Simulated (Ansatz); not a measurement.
# TiS2: the cost of one run

Method: DFT r²SCAN + rVV10, scalar-relativistic, plane waves, PAW, in Ansatz 0.2.0.

2 further runs of the same task are left out: 2 set aside as unsound or not needed. Runs told in other sessions of the task aren't counted.

## (1) The structure to begin with

It takes space group P-3m1 (No. 164, trigonal). The conventional cell has a = 3.385 Å, b = 3.385 Å, c = 5.786 Å, α = 90.00°, β = 90.00°, γ = 120.00°. Ti (site symmetry -3m) has 6 S at 2.42 Å in its first shell of neighbours. S (site symmetry 3m) is surrounded by 3 Ti at 2.42 Å.

Structure file:

```xyz
3
Lattice="3.3851 0.0000 0.0000 -1.6925 2.9316 0.0000 0.0000 0.0000 5.7859" Properties=species:S:1:pos:R:3 pbc="T T T"
Ti    0.0000    0.0000    0.0000
S     0.0000    1.9544    1.4262
S     1.6925    0.9772    4.3597
```

At PBE, an earlier run found 1.69 GPa for this cell of 19.139 Å³/atom (8×8×4 mesh), a metal on this mesh.

## (2) At the given cell

input.yaml reads:

```yaml
crystal:
  lattice:
    - [3.3850868906, 0.0, 0.0]
    - [-1.6925434453, 2.9315712413, 0.0]
    - [0.0, 0.0, 5.7859209095]
  atoms:
    - { symbol: Ti, position: [0.0, 0.0, 0.0] }
    - { symbol: S, position: [0.3333333333, 0.6666666667, 0.2465009822] }
    - { symbol: S, position: [0.6666666667, 0.3333333333, 0.7534990178] }
basis:
  ecutwfc: 500
  ecutrho_ratio: 4
kpoints:
  mp_grid: { grid: [8, 8, 4] }
hamiltonian:
  xc: r2scan
  dispersion: rvv10
scf:
  occupations: { method: gaussian, width: 0.05 }
output:
  forces: true
  stress: true
  eigenvalues: true
relax:
  f_tol: 0.02
  max_steps: 40
  cell: { stress_tol: 0.2, fix: [volume] }
```

Run with:

```
ansatz run input.yaml --threads 4 --pin off --max-ram 8192MiB --backend cpu --events-out ev --progress --plain --runs-dir out
```

Q: Estimate wall time and peak memory on 4 threads of Arm Neoverse V2, shared host.

About 8.5 s, with a peak of 0.51 GiB.
